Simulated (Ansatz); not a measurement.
## Structure optimisation: tellurium, trigonal tellurium

Theory: DFT, LDA (PW92), plane waves (420 eV) with PAW, scalar-relativistic in Ansatz 0.2.0. The PAW files were generated under PBE, with cores re-solved for the functional.

k-point mesh 5×5×3, Fermi-Dirac smearing 0.05 eV, no spin polarisation. Cell and atoms relax.

Starting structure:

```xyz
3
Lattice="4.4540 0.0000 0.0000 -2.2270 3.8573 0.0000 0.0000 0.0000 5.9240" Properties=species:S:1:pos:R:3 pbc="T T T"
Te    1.1981    0.0000    1.9747
Te   -0.5991    1.0376    3.9493
Te    1.6279    2.8197    0.0000
```

Problem. What cell does the relaxation end in?

Solution. P3_121 with a = 4.297 Å, c = 5.904 Å (c/a = 1.374); 31.46 Å³ per atom against 33.93 at the start (-7.3 %).

Problem. How much energy does the relaxation gain?

Solution. 19.0 meV per atom.
